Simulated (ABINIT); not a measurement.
# CuO (P-1) in ABINIT: reference runs

Reference runs on CuO: the cell as given and a disturbed copy.

All numbers are computed with ABINIT 10.8.3 (patched build); they aren't measurements. Logs are shortened: lines on timing, memory, paths and dates and some standing lists are left out, and cuts for length are marked. The log counts tension as positive stress, the text compression.

### 1 The structure

The typed cell holds 4 atoms: a = 2.880 Å, b = 2.880 Å, c = 5.176 Å, α = 89.81°, β = 89.81°, γ = 89.22°.

The cell comes from a database or a generator and needn't be the stable form of this composition.

### 2 Single point, PBEsol

Input file run.abi:

```
# Pseudopotentials
pp_dirpath "./"
pseudos "Cu.GGA_PBE-JTH.xml, O.GGA_PBE-JTH.xml"

# Structure
acell 2.8795009639 2.8795445824 5.1763974908 Angstrom
rprim
     1.0000000000     0.0000000000     0.0000000000
     0.0135690756     0.9999079359     0.0000000000
     0.0033798383     0.0033314483     0.9999887390
ntypat 2
znucl 29 8
natom 4
typat 1 1 2 2
xred
     0.0000000000     0.5000000000     0.0000000000
     0.5000000000     0.0000000000     0.5000000000
     0.9984239700     0.0016717800     0.7498871000
     0.0015760300     0.9983282200     0.2501129000
chkprim 0
chksymtnons 0
tolsym 1.0e-6

# Plane-wave basis
ecut 26.0
pawecutdg 48.0
pawxcdev 0

# k points
kptopt 1
ngkpt 9 9 5
nshiftk 1
shiftk 0.0 0.0 0.0

# Exchange and correlation
ixc -116133

# Bands and occupations
nband 30
occopt 3
tsmear 0.05 eV

# SCF cycle
nstep 100
tolvrs 1.0e-9

# Output
iomode 3
prtwf 0
prtden 0
prteig 0
prtebands 0
```

Potentials or basis: JTH PAW PBE v2.0.

Command:

```console
> abinit run.abi > log 2>&1
```

run.abo:

```text
.Version 10.8.3 of ABINIT
 Symmetries : space group P-1 (#  2); Bravais aP (primitive triclinic)
================================================================================
 Values of the parameters that define the memory need of the present run
     intxc =       0    ionmov =       0      iscf =      17    lmnmax =      18
     lnmax =       6     mgfft =      48  mpssoang =       3    mqgrid =    3051
     natom =       4  nloc_mem =       2    nspden =       1   nspinor =       1
    nsppol =       1      nsym =       2    n1xccc =       1    ntypat =       2
    occopt =       3   xclevel =       2
       mpw =        1856          nfft =       34992          nkpt =         203
 PAW method is used; the additional fine FFT grid is defined by:
   mgfftf=        64    nfftf =     82944
================================================================================
================================================================================

--------------------------------------------------------------------------------
------------- Echo of variables that govern the present computation ------------
--------------------------------------------------------------------------------
 -outvars: echo values of preprocessed input variables --------
            acell      5.4414682011E+00  5.4415506281E+00  9.7819735764E+00 Bohr
              amu      6.35460000E+01  1.59994000E+01
          chkprim           0
      chksymtnons           0
             ecut      2.60000000E+01 Hartree
                       outvar_i_n : Printing only first  50 k-points.
              ixc     -116133
                       outvar_i_n : Printing only first  50 k-points.
         kptrlatt        9    0    0      0    9    0      0    0    5
          kptrlen      4.89098679E+01
            natom           4
            nband          30
            ngfft          27      27      48
          ngfftdg          36      36      64
             nkpt         203
            nstep         100
             nsym           2
           ntypat           2
                       prtocc : prtvol=0, do not print more k-points.
           occopt           3
        pawecutdg      4.80000000E+01 Hartree
         pawxcdev           0
           prtden           0
        prtebands           0
           prteig           0
            prtwf           0
            rprim      1.0000000000E+00  0.0000000000E+00  0.0000000000E+00
                       1.3569075600E-02  9.9990793590E-01  0.0000000000E+00
                       3.3798383000E-03  3.3314483000E-03  9.9998873900E-01
          spgroup           2
           tolsym      1.00000000E-06
           tolvrs      1.00000000E-09
           tsmear      1.83746611E-03 Hartree
            typat      1  1  2  2
           useylm           1
                       outvars : Printing only first  50 k-points.
           xangst      1.9536379066E-02  1.4396397399E+00  0.0000000000E+00
                       1.4484981752E+00  8.6224503104E-03  2.5881695997E+00
                       2.8881476697E+00  1.7745250365E-02  3.8816699908E+00
                       4.7921438834E-02  2.8787791300E+00  1.2946692085E+00
            xcart      3.6918405927E-02  2.7205248283E+00  0.0000000000E+00
                       2.7372648450E+00  1.6294069621E-02  4.8909317108E+00
                       5.4578081069E+00  3.3533663225E-02  7.3352931939E+00
                       9.0558394955E-02  5.4401041326E+00  2.4465702278E+00
             xred     -8.5162826664E-19  5.0000000000E-01  0.0000000000E+00
                       5.0000000000E-01 -3.6762486108E-20  5.0000000000E-01
                       9.9842397000E-01  1.6717800000E-03  7.4988710000E-01
                       1.5760300000E-03  9.9832822000E-01  2.5011290000E-01
            znucl       29.00000    8.00000

================================================================================

 chkinp: Checking input parameters for consistency.

================================================================================
== DATASET  1 ==================================================================

--- !DatasetInfo
iteration_state: {dtset: 1, }
dimensions: {natom: 4, nkpt: 203, mband: 30, nsppol: 1, nspinor: 1, nspden: 1, mpw: 1856, }
cutoff_energies: {ecut:  26.0, pawecutdg:  48.0, }
electrons: {nelect:   5.00000000E+01, charge:   0.00000000E+00, occopt:   3.00000000E+00, tsmear:   1.83746611E-03, }
meta: {optdriver: 0, ionmov: 0, optcell: 0, iscf: 17, paral_kgb: 0, }
...

 Real(R)+Recip(G) space primitive vectors, cartesian coordinates (Bohr,Bohr^-1):
 R(1)=  5.4414682  0.0000000  0.0000000  G(1)=  0.1837739 -0.0024939 -0.0006128
 R(2)=  0.0738368  5.4410497  0.0000000  G(2)=  0.0000000  0.1837881 -0.0006123
 R(3)=  0.0330615  0.0325881  9.7818634  G(3)=  0.0000000  0.0000000  0.1022300
[... 98 lines left out ...]
- [ -1.00661120E-04,   1.24998836E-04,  -1.86065442E-04, ]
force_length_stats: {min:   0.00000000E+00, max:   2.45718780E-04, mean:   1.22859390E-04, }
...

 Integrated electronic density in atomic spheres:
 ------------------------------------------------
 Atom  Sphere_radius  Integrated_density
    1        2.00090         17.33140821
    2        2.00090         17.33205462
    3        1.41465          4.49944546
    4        1.41465          4.49944546

================================================================================

 ----iterations are completed or convergence reached----

 Mean square residual over all n,k,spin=   96.145E-09; max=  15.025E-05
 reduced coordinates (array xred) for    4 atoms
      -0.000000000000      0.500000000000      0.000000000000
       0.500000000000     -0.000000000000      0.500000000000
       0.998423970000      0.001671780000      0.749887100000
       0.001576030000      0.998328220000      0.250112900000
 rms dE/dt=  8.2285E-04; max dE/dt=  1.8193E-03; dE/dt below (all hartree)
    1       0.000000000000      0.000000000000      0.000000000000
    2       0.000000000000      0.000000000000      0.000000000000
    3      -0.000547744285      0.000672692377     -0.001819321272
    4       0.000547744285     -0.000672692377      0.001819321272

 cartesian coordinates (angstrom) at end:
    1      0.01953637906608     1.43963973985981     0.00000000000000
    2      1.44849817519771     0.00862245031042     2.58816959969393
    3      2.88814766969389     0.01774525036496     3.88166999084528
    4      0.04792143883369     2.87877912997550     1.29466920854258

 cartesian forces (hartree/bohr) at end:
    1     -0.00000000000000    -0.00000000000000    -0.00000000000000
    2     -0.00000000000000    -0.00000000000000    -0.00000000000000
    3      0.00010066112035    -0.00012499883595     0.00018606544240
    4     -0.00010066112035     0.00012499883595    -0.00018606544240
 frms,max,avg= 1.0031427E-04 1.8606544E-04   0.000E+00  0.000E+00  0.000E+00 h/b

 cartesian forces (eV/Angstrom) at end:
    1     -0.00000000000000    -0.00000000000000    -0.00000000000000
    2     -0.00000000000000    -0.00000000000000    -0.00000000000000
    3      0.00517620292623    -0.00642769858125     0.00956786974039
    4     -0.00517620292623     0.00642769858125    -0.00956786974039
 frms,max,avg= 5.1583673E-03 9.5678697E-03   0.000E+00  0.000E+00  0.000E+00 e/A
 length scales=  5.441468201058  5.441550628077  9.781973576448 bohr
              =  2.879500963900  2.879544582400  5.176397490800 angstroms
 Fermi (or HOMO) energy (hartree) =   0.18642   Average Vxc (hartree)=  -0.41581
 Eigenvalues (hartree) for nkpt= 203  k points:
 kpt#   1, nband= 30, wtk=  0.00247, kpt=  0.0000  0.0000  0.0000 (reduced coord)
  -3.94756   -3.94742   -2.39091   -2.39075   -2.38951   -2.38923   -2.37875   -2.37865
  -0.54771   -0.49871   -0.12466   -0.01876   -0.01773    0.04363    0.05819    0.05835
   0.06000    0.07136    0.08429    0.09644    0.09683    0.09841    0.10154    0.11227
   0.21142    0.21265    0.23897    0.40849    0.45448    0.68129
      occupation numbers for kpt#   1
   2.00000    2.00000    2.00000    2.00000    2.00000    2.00000    2.00000    2.00000
   2.00000    2.00000    2.00000    2.00000    2.00000    2.00000    2.00000    2.00000
   2.00000    2.00000    2.00000    2.00000    2.00000    2.00000    2.00000    2.00000
   0.00000    0.00000    0.00000    0.00000    0.00000    0.00000
 prteigrs : prtvol=0 or 1, do not print more k-points.

--- !EnergyTerms
iteration_state     : {dtset: 1, }
comment             : Components of total free energy in Hartree
kinetic             :  3.68020943019229E+01
hartree             :  1.09639764207904E+02
xc                  : -1.11821188959172E+01
Ewald energy        : -2.40917464926051E+02
psp_core            :  1.44341764542734E+01
local_psp           : -2.74714334979533E+02
PAW spherical_terms : -6.18889205020848E+01
internal            : -4.27826804339486E+02
'-kT*entropy'       : -7.05601205161378E-04
total_energy        : -4.27827509940691E+02
total_energy_eV     : -1.16417796196524E+04
...

--- !EnergyTermsDC
iteration_state     : {dtset: 1, }
comment             : '"Double-counting" decomposition of free energy'
band_energy         : -4.47763082188361E+01
Ewald energy        : -2.40917464926051E+02
psp_core            :  1.44341764542734E+01
xc_dc               : -1.06267910484410E+02
PAW spherical_terms : -5.02992951305271E+01
internal            : -4.27826802305550E+02
'-kT*entropy'       : -7.05601205161378E-04
total_energy_dc     : -4.27827507906755E+02
total_energy_dc_eV  : -1.16417795643062E+04
...

--- !EnergyTermsWithPAWCore
iteration_state     : {dtset: 1, }
comment             : 'Components of total free energy, including PAW core contributions'
Total energy        : -3.45726763547138E+03
Total energy DC     : -3.45726763343744E+03
Total energy (eV)   : -9.40770449845410E+04
Total energy DC (eV): -9.40770449291948E+04
...

 Cartesian components of stress tensor (hartree/bohr^3)
  sigma(1 1)=  1.84941559E-05  sigma(3 2)= -6.06920827E-08
  sigma(2 2)=  2.00240225E-05  sigma(3 1)=  3.71693994E-07
  sigma(3 3)=  1.40669972E-04  sigma(2 1)=  2.63907125E-06

-Cartesian components of stress tensor (GPa)         [Pressure= -1.7573E+00 GPa]
- sigma(1 1)=  5.44116852E-01  sigma(3 2)= -1.78562272E-03
- sigma(2 2)=  5.89127082E-01  sigma(3 1)=  1.09356148E-02
- sigma(3 3)=  4.13865345E+00  sigma(2 1)=  7.76441569E-02

== END DATASET(S) ==============================================================
================================================================================

 -outvars: echo values of variables after computation  --------
            acell      5.4414682011E+00  5.4415506281E+00  9.7819735764E+00 Bohr
           etotal     -4.2782750791E+02
            fcart     -0.0000000000E+00 -0.0000000000E+00 -0.0000000000E+00
                      -0.0000000000E+00 -0.0000000000E+00 -0.0000000000E+00
                       1.0066112035E-04 -1.2499883595E-04  1.8606544240E-04
                      -1.0066112035E-04  1.2499883595E-04 -1.8606544240E-04
            rprim      1.0000000000E+00  0.0000000000E+00  0.0000000000E+00
                       1.3569075600E-02  9.9990793590E-01  0.0000000000E+00
                       3.3798383000E-03  3.3314483000E-03  9.9998873900E-01
           strten      1.8494155882E-05  2.0024022521E-05  1.4066997161E-04
                      -6.0692082664E-08  3.7169399351E-07  2.6390712519E-06
           xangst      1.9536379066E-02  1.4396397399E+00  0.0000000000E+00
                       1.4484981752E+00  8.6224503104E-03  2.5881695997E+00
                       2.8881476697E+00  1.7745250365E-02  3.8816699908E+00
                       4.7921438834E-02  2.8787791300E+00  1.2946692085E+00
             xred     -8.5162826664E-19  5.0000000000E-01  0.0000000000E+00
                       5.0000000000E-01 -3.6762486108E-20  5.0000000000E-01
                       9.9842397000E-01  1.6717800000E-03  7.4988710000E-01
                       1.5760300000E-03  9.9832822000E-01  2.5011290000E-01
 Calculation completed.
```

Wall time 5 min (1 thread of AMD EPYC 9R45 (Zen 5), shared host); peak memory 0.38 GiB.

What came out:

```
Free energy                                           : -11641.7796 eV
Pressure                                              : -1.8 GPa
Largest force                                         : 0.013 eV/Å
Band gap on the k mesh                                : none (metal or under the smearing width)
Valence electrons inside the program's atomic spheres : Cu 17.33; O 4.50
```

Forces on the atoms (eV/Å):
```
Cu   0.000  0.000  0.000
Cu   0.000  0.000  0.000
O    0.005 -0.006  0.010
O   -0.005  0.006 -0.010
```

Caveat: the PAW data sets were made with another functional, which shifts forces and pressure a little; the run has no spin polarisation, though such a crystal can be magnetic; semilocal functionals often make such compounds metallic where correlation or magnetic order opens a gap, which also shifts bond lengths.

### 3 Single point, PBEsol (atoms moved at random, drawn with an rms of 0.05 Å)

Input file run.abi:

```
pp_dirpath "./"
pseudos "Cu.GGA_PBE-JTH.xml, O.GGA_PBE-JTH.xml"

acell 3*1.0
rprim
     5.4414681974     0.0000000000     0.0000000000
     0.0738368116     5.4410496527     0.0000000000
     0.0330614886     0.0325881396     9.7818634150
ntypat 2
znucl 29 8
natom 4
typat 1 1 2 2
xred
    -0.0130100000     0.5065550000    -0.0001290000
     0.4863870000     0.0009910000     0.5025370000
     0.9959260000    -0.0093790000     0.7470280000
     0.0000390000     0.9917150000     0.2500130000
chkprim 0
chksymtnons 0
tolsym 1.0e-6

ecut 26.0
pawecutdg 48.0
pawxcdev 0

kptopt 1
ngkpt 9 9 5
nshiftk 1
shiftk 0.0 0.0 0.0

ixc -116133

nband 30
occopt 3
tsmear 0.00183747

nstep 100
tolvrs 1.0e-9

iomode 3
prtwf 0
prtden 0
prteig 0
prtebands 0
enunit 1
```

Potentials or basis: JTH PAW PBE v2.0.

Command:

```console
> abinit run.abi > log 2>&1
```

Wall time 5.4 min (1 thread of AMD EPYC 9R45 (Zen 5), shared host); peak memory 0.38 GiB.

It converged, with:

| Item | Value |
| --- | --- |
| Free energy | -11641.7484 eV |
| Pressure | -1.4 GPa |
| Largest force | 0.665 eV/Å |
| Band gap on the k mesh | none (metal or under the smearing width) |
| Valence electrons inside the program's atomic spheres | Cu 17.32, 17.33; O 4.50 |

Forces in eV/Å, atoms in the order of the input:
```
Cu   0.128 -0.653 -0.012
Cu   0.523 -0.121 -0.314
O   -0.334  0.404  0.283
O   -0.317  0.370  0.044
```

Stress tensor (GPa, compression positive):
```
-0.04  0.04 -0.12
 0.04 -0.62 -0.23
-0.12 -0.23 -3.60
```

Levels at points of the mesh, in eV from the Fermi level:
| k point | band 22 | band 23 | band 24 | band 25 | band 26 | band 27 | band 28 | band 29 |
| --- | --- | --- | --- | --- | --- | --- | --- | --- |
| (0.00, 0.00, 0.00) | -2.37 | -2.30 | -2.00 | 0.66 | 0.72 | 1.43 | 6.06 | 7.29 |

Caveat: the PAW data sets were made with another functional, which shifts forces and pressure a little; the run has no spin polarisation, though such a crystal can be magnetic; semilocal functionals often make such compounds metallic where correlation or magnetic order opens a gap, which also shifts bond lengths.
